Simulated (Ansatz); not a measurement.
# Al(111) with 4 layers of random Al-Au, 2x2: scattering by chemical disorder, part 2 of 2

Wanted: resistance against the alloy's length, first Al(111) with 4 layers of random Al-Au, 2x2.

Ansatz 0.2.0; Ansatz plane-wave DFT, PBE, PAW files; ballistic transport by layer matching (Landauer), zero bias; PAW set soft_1.

So far. Step 3 (With 8 alloy layers): Over the solved energies the transmission per spin lies between 1.95 and 2.02, out of 5.41 channels of the lead on average (up to 5.59).

## (4) With 12 alloy layers

In 12 layers a share of 0.75 of the sites is given to Au at random. A fresh draw is used; the growth of the resistance with length is what counts.

System of this step: Al(111) with 12 layers of random Al-Au, 2x2. The cell holds 72 atoms: 36 Al and 36 Au. Its edges and angles: a = 5.725 Å, b = 5.725 Å, c = 42.068 Å, α = 90.0°, β = 90.0°, γ = 120.0°. It derives from Al. Regions: lead, 24 atoms (24 Al); scattering region, 48 atoms (36 Au and 12 Al). The structure is stacked along c, and the current runs across the ab planes.

The input, input.yaml:

```yaml
crystal:
  lattice:
    - [5.7246940741, 0.0, 0.0]
    - [-2.862347037, 4.957730497, 0.0]
    - [0.0, 0.0, 42.0677382451]
  atoms:
    - { symbol: Al, position: [0.0, 0.0, 0.0277777778] }
    - { symbol: Al, position: [0.0, 0.5, 0.0277777778] }
    - { symbol: Al, position: [0.5, 0.0, 0.0277777778] }
    - { symbol: Al, position: [0.5, 0.5, 0.0277777778] }
    - { symbol: Al, position: [0.1666666667, 0.3333333333, 0.0833333333] }
    - { symbol: Al, position: [0.1666666667, 0.8333333333, 0.0833333333] }
    - { symbol: Al, position: [0.6666666667, 0.3333333333, 0.0833333333] }
    - { symbol: Al, position: [0.6666666667, 0.8333333333, 0.0833333333] }
    - { symbol: Al, position: [0.3333333333, 0.1666666667, 0.1388888889] }
    - { symbol: Al, position: [0.3333333333, 0.6666666667, 0.1388888889] }
    - { symbol: Al, position: [0.8333333333, 0.1666666667, 0.1388888889] }
    - { symbol: Al, position: [0.8333333333, 0.6666666667, 0.1388888889] }
    - { symbol: Au, position: [0.0, 0.0, 0.1944444444] }
    - { symbol: Au, position: [0.0, 0.5, 0.1944444444] }
    - { symbol: Au, position: [0.5, 0.0, 0.1944444444] }
    - { symbol: Au, position: [0.5, 0.5, 0.1944444444] }
    - { symbol: Au, position: [0.1666666667, 0.3333333333, 0.25] }
    - { symbol: Au, position: [0.1666666667, 0.8333333333, 0.25] }
    - { symbol: Al, position: [0.6666666667, 0.3333333333, 0.25] }
    - { symbol: Au, position: [0.6666666667, 0.8333333333, 0.25] }
    - { symbol: Au, position: [0.3333333333, 0.1666666667, 0.3055555556] }
    - { symbol: Au, position: [0.3333333333, 0.6666666667, 0.3055555556] }
    - { symbol: Au, position: [0.8333333333, 0.1666666667, 0.3055555556] }
    - { symbol: Au, position: [0.8333333333, 0.6666666667, 0.3055555556] }
    - { symbol: Au, position: [0.0, 0.0, 0.3611111111] }
    - { symbol: Al, position: [0.0, 0.5, 0.3611111111] }
    - { symbol: Au, position: [0.5, 0.0, 0.3611111111] }
    - { symbol: Au, position: [0.5, 0.5, 0.3611111111] }
    - { symbol: Au, position: [0.1666666667, 0.3333333333, 0.4166666667] }
    - { symbol: Au, position: [0.1666666667, 0.8333333333, 0.4166666667] }
    - { symbol: Au, position: [0.6666666667, 0.3333333333, 0.4166666667] }
    - { symbol: Au, position: [0.6666666667, 0.8333333333, 0.4166666667] }
    - { symbol: Au, position: [0.3333333333, 0.1666666667, 0.4722222222] }
    - { symbol: Au, position: [0.3333333333, 0.6666666667, 0.4722222222] }
    - { symbol: Au, position: [0.8333333333, 0.1666666667, 0.4722222222] }
    - { symbol: Al, position: [0.8333333333, 0.6666666667, 0.4722222222] }
    - { symbol: Al, position: [0.0, 0.0, 0.5277777778] }
    - { symbol: Au, position: [0.0, 0.5, 0.5277777778] }
    - { symbol: Al, position: [0.5, 0.0, 0.5277777778] }
    - { symbol: Al, position: [0.5, 0.5, 0.5277777778] }
    - { symbol: Au, position: [0.1666666667, 0.3333333333, 0.5833333333] }
    - { symbol: Au, position: [0.1666666667, 0.8333333333, 0.5833333333] }
    - { symbol: Au, position: [0.6666666667, 0.3333333333, 0.5833333333] }
    - { symbol: Au, position: [0.6666666667, 0.8333333333, 0.5833333333] }
    - { symbol: Au, position: [0.3333333333, 0.1666666667, 0.6388888889] }
    - { symbol: Au, position: [0.3333333333, 0.6666666667, 0.6388888889] }
    - { symbol: Au, position: [0.8333333333, 0.1666666667, 0.6388888889] }
    - { symbol: Au, position: [0.8333333333, 0.6666666667, 0.6388888889] }
    - { symbol: Al, position: [0.0, 0.0, 0.6944444444] }
    - { symbol: Al, position: [0.0, 0.5, 0.6944444444] }
    - { symbol: Au, position: [0.5, 0.0, 0.6944444444] }
    - { symbol: Al, position: [0.5, 0.5, 0.6944444444] }
    - { symbol: Au, position: [0.1666666667, 0.3333333333, 0.75] }
    - { symbol: Al, position: [0.1666666667, 0.8333333333, 0.75] }
    - { symbol: Au, position: [0.6666666667, 0.3333333333, 0.75] }
    - { symbol: Au, position: [0.6666666667, 0.8333333333, 0.75] }
    - { symbol: Al, position: [0.3333333333, 0.1666666667, 0.8055555556] }
    - { symbol: Au, position: [0.3333333333, 0.6666666667, 0.8055555556] }
    - { symbol: Al, position: [0.8333333333, 0.1666666667, 0.8055555556] }
    - { symbol: Au, position: [0.8333333333, 0.6666666667, 0.8055555556] }
    - { symbol: Al, position: [0.0, 0.0, 0.8611111111] }
    - { symbol: Al, position: [0.0, 0.5, 0.8611111111] }
    - { symbol: Al, position: [0.5, 0.0, 0.8611111111] }
    - { symbol: Al, position: [0.5, 0.5, 0.8611111111] }
    - { symbol: Al, position: [0.1666666667, 0.3333333333, 0.9166666667] }
    - { symbol: Al, position: [0.1666666667, 0.8333333333, 0.9166666667] }
    - { symbol: Al, position: [0.6666666667, 0.3333333333, 0.9166666667] }
    - { symbol: Al, position: [0.6666666667, 0.8333333333, 0.9166666667] }
    - { symbol: Al, position: [0.3333333333, 0.1666666667, 0.9722222222] }
    - { symbol: Al, position: [0.3333333333, 0.6666666667, 0.9722222222] }
    - { symbol: Al, position: [0.8333333333, 0.1666666667, 0.9722222222] }
    - { symbol: Al, position: [0.8333333333, 0.6666666667, 0.9722222222] }
kpoints:
  mp_grid: { grid: [5, 5, 1] }
hamiltonian:
  xc: pbe
  pseudopotentials: { kind: paw, azcp: { folder: soft_1 } }
scf:
  occupations: { method: fermi_dirac, width: 0.1 }
output:
  transmission:
    leads: [[0, 4]]
    kmesh: [10, 10]
    e_range: [-0.05, 0.05]
    de: 0.05
  write_potential: true
  write_density: true
  volumetric_format: npy
```

The run is started by

```sh
ansatz run input.yaml --threads 4 --pin off --max-ram 15360MiB --backend cpu --events-out ev --progress --plain --runs-dir out
```

Numbers of over 12 decimals in the logs are rounded to 6 here.

The program printed:

```text
[...]
Crystal: 72 atoms, lattice volume = 1193.945 Å³
Basis set: ecut = 420 eV, 23469 PW (Γ)
Bands: 476, of which v1, the nominal top of the filled ones, is band 396 counted from 1 (395 counted from 0)
Symmetry: 1 space group operations
[...]
k-points: 13 of 25 (time reversal used)
[...]
SCF iter   1: F=—  HF=-492878.076560 eV  |F-HF|=—  |Δ(HF+E_count)|=         —  Δρ=1.25e-1  dr2=5.88e3  ethr=3.10e-3  ⟨swp⟩=5.9  Hψ=23435  notcnv=0  defer=243
[...]
SCF iter  14: F=-492800.402090 eV  HF=-492800.402090 eV  |F-HF|=1.85e-8  |Δ(HF+E_count)|=   3.03e-9  Δρ=2.61e-7  dr2=1.69e-8  ethr=1.26e-11  ⟨swp⟩=2.0  Hψ=11101  notcnv=0
SCF 1 converged in 14 iterations: F = -492800.402090 eV  dr2 = 1.69e-8
[...]
transmission: 294 of 2912 steps passed
transmission: 586 of 2912 steps passed
[...]
transmission: 2912 of 2912 steps passed
SCF converged after 14 iterations
Free energy (F): -492800.402090 eV
[...]
Internal energy: -492799.638165 eV  (E = F + TS)
E sigma→0 (E₀):  -492800.020128 eV
Entropy (-TS):   -0.763925 eV (-10.610 meV/atom)
Fermi energy:    14.889224 eV
[...]
--- Band table (eV; the first three rows and the last of 13) ---
  k-point 0: bands = [... 392 lower, 14.1701, 14.2189, 14.2501, 14.2802, 14.2911, 14.3448, 14.4253, 14.5004, ... 76 higher]
  k-point 1: bands = [... 392 lower, 14.2466, 14.3180, 14.3475, 14.4042, 14.4646, 14.4720, 14.5853, 14.6671, ... 76 higher]
  k-point 2: bands = [... 392 lower, 14.8583, 14.9649, 14.9894, 15.0664, 15.0889, 15.1373, 15.1586, 15.2950, ... 76 higher]
  k-point 12: bands = [... 392 lower, 14.7573, 14.8114, 14.8562, 14.9878, 15.0245, 15.0357, 15.1429, 15.1920, ... 76 higher]
--- Transmission ---
  basis      : 253 plane waves across, 56 finite elements along
  points     : 52, standing for a mesh of 10 x 10
[...]
channels       : 5.530000e0 a spin
[...]
junction   : crystal 0 to crystal 0, 0.70 to 40.43 Å
    transmission   : 1.802905e0 a spin
[...]
```

Wall time 20 min (4 threads of Arm Neoverse V1, shared host); peak memory 11 GiB.

Numbers from this step:

| Quantity | Value |
| --- | --- |
| free energy | -492800.4021 eV |
| energy at zero smearing | -492800.0201 eV |
| Fermi energy | 14.89 eV |
| transmission per spin nearest the Fermi level | 1.803 |
| open channels per spin nearest the Fermi level | 5.53 |
| step of the lead's potential | 15.2 meV |

Per spin. Transmission, zone mean against energy, zero at the Fermi level:

```tsv
energy (eV)	transmission, zone mean
-0.0500	1.78
0.0000	1.80
0.0500	1.84
```

Over the solved energies the transmission per spin lies between 1.78 and 1.84, out of 5.46 channels of the lead on average (up to 5.55).

## (5) Resistance against length

This step: Ansatz plane-wave DFT, PBE, PAW files; ballistic transport by layer matching (Landauer), zero bias; residual resistivity from the slope of the area resistance, atoms on the host's lattice; PAW set soft_1 (Ansatz 0.2.0).

This step gave:

* resistivity: 33.75 µΩ cm
* intercept: 0.4533 fΩ m²
* scatter about the fit: 0.06124 fΩ m²

Resistance, by row:

```tsv
run	length (Å)	T	channels N	RA (fΩ m²)
n4	9.348	2.63	5.49	0.7255
n8	18.7	1.982	5.41	1.171
n12	28.05	1.806	5.457	1.357
```

The area resistance by length of the alloy:

```tsv
length of the alloy (Å)	area resistance (fΩ m²)
9.35	0.725
18.70	1.17
28.05	1.36
```

The area resistance goes from 0.73 to 1.4 fΩ m² between 9.3 and 28.0 Å, a slope of 34 µΩ cm.

By hand from the end points: (1.357 − 0.7255) fΩ m² / (28.05 − 9.35) Å = 34 µΩ cm, since 1 fΩ m² per Å is 1000 µΩ cm.

## (6) Summary of results

* resistivity from the slope: 33.8 µΩ cm
* area resistance over 9.35 Å: 0.725 fΩ m²
* area resistance over 18.7 Å: 1.17 fΩ m²
* area resistance over 28.0 Å: 1.36 fΩ m²

**Reading.** The slope gives 34 µΩ cm. The points scatter by 0.061 fΩ m² about the line, with one random draw a length in a 2x2 cell, so the slope is a rough value. The lead's own channel count moves between the runs (5.49, 5.41 and 5.46), which shifts RA and the slope too. Read with a model of isotropic scattering on a spherical Fermi surface and the lead's 1.5×10¹⁵ S/m², this slope means a mean free path near 15 Å (a rough figure, since the alloy's own channel count differs); over these lengths the model's slope is within 3 % of its bulk resistivity. The atoms sit on the host's lattice, so scattering by size misfit is left out. Spin-orbit coupling is left out, which matters for Au.

[Logs are printed without paths, hosts, clocks, repeated set-up lines and the standing remarks that a program may print on its own settings, such as how far it seeks lower states.]

[Hosts, paths, dates, database ids (printed as entryN), source tags and the programs' standing remarks are cut or masked in the printed files.]
